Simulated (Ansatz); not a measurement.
Mg started in the widest void in rocksalt MgO, 65 atoms, charge +2

All numbers come from Ansatz (PAW, plane waves, no spin–orbit coupling) at the single k point (¼, ¼, ¼) without its symmetry partners. The atoms were relaxed with PBEsol in a fixed cell; other functionals are single points on those atoms unless said otherwise. The valence top and gap of the host come from its small cell on a dense mesh, with the band extrema sought between the mesh points, lined up by the mean potential, PBEsol gap 4.62 eV, HSE06 gap 6.46 eV. The charge correction uses an assumed dielectric constant of 9.8.

Cell: a = 8.429 Å, b = 8.429 Å, c = 8.429 Å, α = 90.00°, β = 90.00°, γ = 90.00°.

Nearest atoms after relaxation, from the placed atom (for vacancies from the middle of the vacant sites): O at 1.84 Å, O at 1.84 Å, O at 1.84 Å, O at 1.84 Å, Mg at 2.27 Å, Mg at 2.27 Å, Mg at 2.27 Å, Mg at 2.27 Å.

Chemical potentials μ are those of reference phases of the elements at zero temperature by the same functional (the usual solids, diamond for C, grey Sn, and the molecules H2, N2, O2, F2, Cl2, Br2 and S8).

```csv
functional,E(defect) − E(host) − Σ nμ + q·E_VBM (eV),monopole (eV),alignment (eV),formation energy at E_F = VBM (eV),moment (μB),"wall time, shared host"
PBEsol,-0.18,0.99,0.36,1.17,0 (no spin),17 s on 8 threads of EPYC 9R45 (relaxation)
```

Estimate the formation energy and moment that HSE06 gives on these atoms.

-0.95 eV at E_F = VBM (-2.32 eV before the monopole term 0.99 eV and the alignment 0.38 eV), moment 0 (no spin).

How does the monopole term follow by hand for this cubic cell?

q²·α·e²/(4πε₀)/(2εL) with the Madelung constant α = 2.837 and e²/4πε₀ = 14.40 eV·Å: 4 × 2.837 × 14.40 / (2 × 9.8 × 8.429) = 0.99 eV.

HSE06 one-electron levels near the gap (the ten most localised at most), from the host's valence top, not corrected for the charge's images:

```
level (eV)  spin  filling  atoms sharing it  element of the atom with most weight
     -0.04  both     2.00              29.0                                spread
     -0.04  both     2.00              29.0                                spread
```

All elements are taken at their own reference at once; growth conditions in equilibrium with the host shift these energies, by up to the host's formation enthalpy.

One k point and a cell of this size can leave errors of several tenths of an eV in such numbers.
